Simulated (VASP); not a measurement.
PbSe (Clausthalite), 2 atoms in the cell. The structure is cubic, space group Fm-3m (No. 225). Conventional cell: a = 6.121 Å, b = 6.121 Å, c = 6.121 Å, α = 90.00°, β = 90.00°, γ = 90.00°. Pb (site symmetry m-3m) is surrounded by 6 Se at 3.06 Å. Se (site symmetry m-3m) has 6 Pb at 3.06 Å as nearest neighbours. 

| Property | Result |
| --- | --- |
| Program | VASP 6.6.1 |
| Task | relaxation of cell and atoms |
| Functional | PBEsol |
| Dispersion | D4 |
| Potentials or basis | VASP PAW PBE potentials, release 64 (Pb_d, Se) |
| Cutoff | 600 eV |
| k mesh | 8 × 8 × 8 |
| Occupations | fermi-dirac, width 0.05 eV |
| Spin | no spin polarisation |
| Further INCAR settings | ALGO = Normal; EDIFF = 1e-07; IBRION = 2; EDIFFG = -0.005; NSW = 40; ISIF = 3 |

Potentials or basis: VASP PAW PBE potentials, release 64 (Pb_d, Se).

Run with:

```bash
$ cat potpaw_PBE.64/Pb_d/POTCAR potpaw_PBE.64/Se/POTCAR > POTCAR
$ mpirun -np 1 vasp_std > vasp.out
```

Hardware: 1 thread of Intel(R) Xeon(R) Platinum 8259CL CPU @ 2.50GHz (Skylake/Cascade Lake), with other jobs on the host.

How long does it take, and how much memory?

It took 69 s on 1 thread of Intel(R) Xeon(R) Platinum 8259CL CPU @ 2.50GHz (Skylake/Cascade Lake) (shared host), peak memory 0.22 GiB. Counts: scf iterations 31, k points 29, ion steps 3.
